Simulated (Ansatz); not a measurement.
What a change of settings does to a run on Zn

The cell is COD entry 9008522, as deposited and not checked against the literature; nothing was relaxed.

First run: DFT, PBEsol, all-electron LAPW, scalar-relativistic (Ansatz 0.2.0).

Command: `ansatz run input.yaml --threads 1 --pin off --max-ram 2048MiB --backend cpu --events-out ev --progress --plain --runs-dir out` The run took 31 s on 1 thread of AMD EPYC 7R13 Processor (Zen 3), with other jobs on the host.

```yaml
crystal:
  lattice:
    - [2.6647980532, 0.0, 0.0]
    - [-1.3323990266, 2.30778281, 0.0]
    - [0.0, 0.0, 4.9467]
  atoms:
    - { symbol: Zn, position: [0.3333333333, 0.6666666667, 0.25] }
    - { symbol: Zn, position: [0.6666666667, 0.3333333333, 0.75] }
kpoints:
  mp_grid: { grid: [16, 16, 8] }
  band_path:
    path:
      - [0.0, 0.0, 0.0]
      - [0.5, 0.0, 0.0]
      - [0.3333333333, 0.3333333333, 0.0]
      - [0.0, 0.0, 0.0]
      - [0.0, 0.0, 0.5]
      - [0.5, 0.0, 0.5]
      - [0.3333333333, 0.3333333333, 0.5]
      - [0.0, 0.0, 0.5]
      - [0.5, 0.0, 0.5]
    npoints: 5
scf:
  occupations: { method: fermi_dirac, width: 0.03 }
hamiltonian:
  xc: pbesol
  pseudopotentials: { kind: all_electron, lapw: { basis_error: 0.00025 } }
output:
  forces: true
  stress: true
  eigenvalues: true
```

Result: converged; pressure -5.49 GPa; no gap on the k mesh; 7 SCF iterations.

The input is then changed:

```diff
@@ -23,4 +23,6 @@
 scf:
   occupations: { method: fermi_dirac, width: 0.03 }
+  convergence: { dr2_threshold: 1.0e-09 }
+  lower_state_search: light
 hamiltonian:
   xc: pbesol
```

**Question.** Predict the outcome of the changed run.

**Answer.** It converged; pressure -5.49 GPa; no gap on the k mesh; 7 SCF iterations.
